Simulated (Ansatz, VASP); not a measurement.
This is a calculation of P for VASP 6.6.1.

Contents of INCAR:

```
PREC     = Accurate       # precision mode
ENCUT    = 520            # plane-wave cutoff, eV
EDIFF    = 1E-7           # SCF threshold, eV
ISMEAR   = -1             # smearing method
SIGMA    = 0.05           # smearing width, eV
LREAL    = False          # projectors in reciprocal space
LASPH    = True           # aspherical terms in the spheres
NELM     = 60             # most SCF steps
ALGO     = Normal         # electronic algorithm
ISIF     = 2              # what is computed and relaxed
LWAVE    = False          # write WAVECAR
LCHARG   = False          # write CHGCAR
GGA      = PE             # functional
NBANDS   = 18             # bands
```

KPOINTS

```
regular mesh
0
Gamma
  8 8 6
```

POSCAR

```
P
1.0
    1.6800600174     -5.5722225395      0.0000000000
    1.6800600174      5.5722225395      0.0000000000
    0.0000000000      0.0000000000      4.6327491080
P
4
Direct
    0.9041431300      0.0958568700      0.5888151700
    0.0958568700      0.9041431300      0.4111848300
    0.5958568700      0.4041431300      0.0888151700
    0.4041431300      0.5958568700      0.9111848300
```

Potentials or basis: VASP PAW PBE potentials, release 64 (P).

The run is started by

```sh
$ cat potpaw_PBE.64/P/POTCAR > POTCAR
$ mpirun -np 1 vasp_std > vasp.out
```

**Question.** Set up the same calculation for Ansatz 0.2.0. Potentials there: Ansatz PAW.

**Answer.** As run (the cutoff follows the program's own potentials):

Contents of input.yaml:

```yaml
crystal:
  lattice:
    - [1.6800600174, -5.5722225395, 0.0]
    - [1.6800600174, 5.5722225395, 0.0]
    - [0.0, 0.0, 4.632749108]
  atoms:
    - { symbol: P, position: [0.90414313, 0.09585687, 0.58881517] }
    - { symbol: P, position: [0.09585687, 0.90414313, 0.41118483] }
    - { symbol: P, position: [0.59585687, 0.40414313, 0.08881517] }
    - { symbol: P, position: [0.40414313, 0.59585687, 0.91118483] }
hamiltonian:
  xc: pbe
  pseudopotentials: { kind: paw }
kpoints:
  mp_grid: { grid: [8, 8, 6] }
scf:
  occupations: { method: fermi_dirac, width: 0.05 }
output:
  forces: true
  stress: true
  eigenvalues: true
```

Potentials or basis: Ansatz PAW.

The run is started by

```sh
$ ansatz run input.yaml --threads 1 --pin off --max-ram 3584MiB --backend cpu --events-out ev --progress --plain --runs-dir out
```

Both were run:

|  | VASP | Ansatz | Ansatz less VASP |
| --- | --- | --- | --- |
| gap on the k mesh at the Fermi level (eV) | 0.23 | 0.21 | -0.018 |
| least direct gap on the mesh (eV) | 0.23 | 0.21 | -0.018 |
| pressure (GPa) | -2.3 | -2.0 | +0.29 |
| largest component of the traceless stress (GPa) | 1.12 | 1.12 | 0.000 |
| rms of the force components (eV/Å) | 0.132 | 0.109 | -0.0222 |

Atom by atom the forces differ by 0.027 eV/Å (rms over components).

A k mesh can miss the band edges.
